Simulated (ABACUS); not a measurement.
The system is MgS (Niningerite).

```
S Mg
1.0
     0.00000    2.60165    2.60165
     2.60165    0.00000    2.60165
     2.60165    2.60165    0.00000
S Mg
1 1
Cartesian
  2.6016 2.6016 2.6016
  0.0000 0.0000 0.0000
```

Program: ABACUS 3.10.1. Alike in all runs: task single point; no spin polarisation; cell as given; smearing fermi-dirac 0.05 eV.

Q: Order these runs on this cell by their pressure, lowest first.
A. level PBE; potentials or basis PseudoDojo NC SR 0.4.1 PBE standard, DZP LCAO (the cutoffs set its grid); k mesh 9 × 9 × 9; cutoff (eV) 1361; radial cutoff of the potentials (pseudo_rcut) 10 bohr; SCF threshold on the density 1e-07; eigensolver genelpa
B. level LDA; potentials or basis PseudoDojo NC SR 0.4.1 LDA stringent, plane waves; k mesh 7 × 7 × 7; cutoff (eV) 1143; radial cutoff of the potentials (pseudo_rcut) 7 bohr; SCF threshold on the density 1e-08; eigensolver dav
C. level r2SCAN; potentials or basis SG15 ONCV 1.2 PBE, plane waves; k mesh 6 × 6 × 6; cutoff (eV) 1320; radial cutoff of the potentials (pseudo_rcut) 7 bohr; SCF threshold on the density 1e-08; eigensolver dav

A: B (-3.2 GPa), C (0.0 GPa), A (2.2 GPa).

Caveats: the atomic orbitals were generated for these runs and aren't a published set (some runs); the basis of atomic orbitals isn't converged, which shifts pressures, moduli and gaps (some runs); the potentials were made for another functional, which shifts forces and pressure (some runs).

Not every run made on this cell is shown here.
